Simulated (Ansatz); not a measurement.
# HfSi2: the cost of one run

Method: DFT PBEsol, scalar-relativistic, plane waves, PAW, in Ansatz 0.2.0.

2 further runs of the same task are left out: 2 set aside as unsound or not needed.

### 1 The system as given

Symmetry: Cmcm, No. 63, orthorhombic system. Conventional cell: a = 3.650 Å, b = 14.345 Å, c = 3.636 Å, α = 90.00°, β = 90.00°, γ = 90.00°. Around Hf (site symmetry m2m) lie 10 Si at 2.67 to 2.93 Å. Si (site symmetry m2m) has 2 Si at 2.41 Å and 6 Hf at 2.67 to 2.93 Å as nearest neighbours. Around Si (site symmetry m2m) lie 4 Si at 2.58 Å and 4 Hf at 2.77 Å.

Structure file:

```cif
data_structure
_symmetry_space_group_name_H-M 'P 1'
_symmetry_Int_Tables_number 1
_cell_length_a 7.4010
_cell_length_b 7.4010
_cell_length_c 3.6361
_cell_angle_alpha 90.000
_cell_angle_beta 90.000
_cell_angle_gamma 151.449
_cell_volume 95.19
loop_
_atom_site_label
_atom_site_type_symbol
_atom_site_fract_x
_atom_site_fract_y
_atom_site_fract_z
_atom_site_occupancy
Hf1 Hf 0.89530 0.10470 0.75000 1
Hf2 Hf 0.10470 0.89530 0.25000 1
Si1 Si 0.55518 0.44482 0.75000 1
Si2 Si 0.44482 0.55518 0.25000 1
Si3 Si 0.25022 0.74978 0.75000 1
Si4 Si 0.74978 0.25022 0.25000 1
```

This cell was relaxed beforehand with the same method: volume 15.87 Å³/atom, gap on the mesh none (metal).

The bulk reference comes from a run made before at the same settings: -5614.3338 eV/atom.

### 2 Cutting the (010) slab

Planes are indexed in the bulk's conventional cell (Cmcm (No. 63)), a = 3.650 Å, b = 14.345 Å, c = 3.636 Å, α = 90.00°, β = 90.00°, γ = 90.00°.

The slab is a (010) slab, 12.3 Å thick as cut, with 15 Å of vacuum; its outer planes are Hf (top) and Si (bottom).

The slab as cut. Its planes from the bottom up:

```csv
plane,atoms per cell,height over the lowest (Å)
1,Si2,0.00
2,Hf,2.08
3,Si,2.79
4,Si,4.38
5,Hf,5.09
6,Si2,7.17
7,Hf,9.26
8,Si,9.97
9,Si,11.55
10,Hf,12.26
```

### 3 Single point on the unrelaxed (010) slab

A dipole layer in the vacuum cancels the field that periodic copies would set up if the slab's two faces differ.

File input.yaml:

```yaml
crystal:
  lattice:
    - [3.6361020419, 0.0, 0.0]
    - [0.0, 3.6500013671, 0.0]
    - [0.0, 0.0, 27.263767994]
  atoms:
    - { symbol: Si, position: [0.25, 0.5, 0.2750903691] }
    - { symbol: Si, position: [0.75, 0.0, 0.2753213379] }
    - { symbol: Hf, position: [0.75, 0.5, 0.3516582211] }
    - { symbol: Si, position: [0.25, 0.0, 0.3777103505] }
    - { symbol: Si, position: [0.75, 0.0, 0.435779429] }
    - { symbol: Hf, position: [0.25, 0.5, 0.4618315584] }
    - { symbol: Si, position: [0.25, 0.0, 0.5381684416] }
    - { symbol: Si, position: [0.75, 0.5, 0.5383994104] }
    - { symbol: Hf, position: [0.75, 0.0, 0.6147362936] }
    - { symbol: Si, position: [0.25, 0.5, 0.640788423] }
    - { symbol: Si, position: [0.75, 0.5, 0.6988575015] }
    - { symbol: Hf, position: [0.25, 0.0, 0.7249096309] }
basis:
  ecutwfc: 420
kpoints:
  mp_grid: { grid: [10, 10, 1] }
hamiltonian:
  xc: pbesol
scf:
  occupations: { method: gaussian, width: 0.1 }
output:
  forces: true
  stress: true
  eigenvalues: true
  write_density: true
  write_potential: true
  elf: true
  volumetric_format: npy
efield:
  axis: 3
  dipole_correction: true
  ramp_width: 0.04
```

Launch:

```sh
ansatz run input.yaml --threads 1 --pin off --max-ram 2560MiB --backend cpu --events-out ev --progress --plain --runs-dir out
```

**Question.** How long does this run take on 1 thread of Intel Xeon at 2.50GHz (Skylake/Cascade Lake), shared host, and how much memory does it need?

About 6.1 min, with a peak of 0.99 GiB.
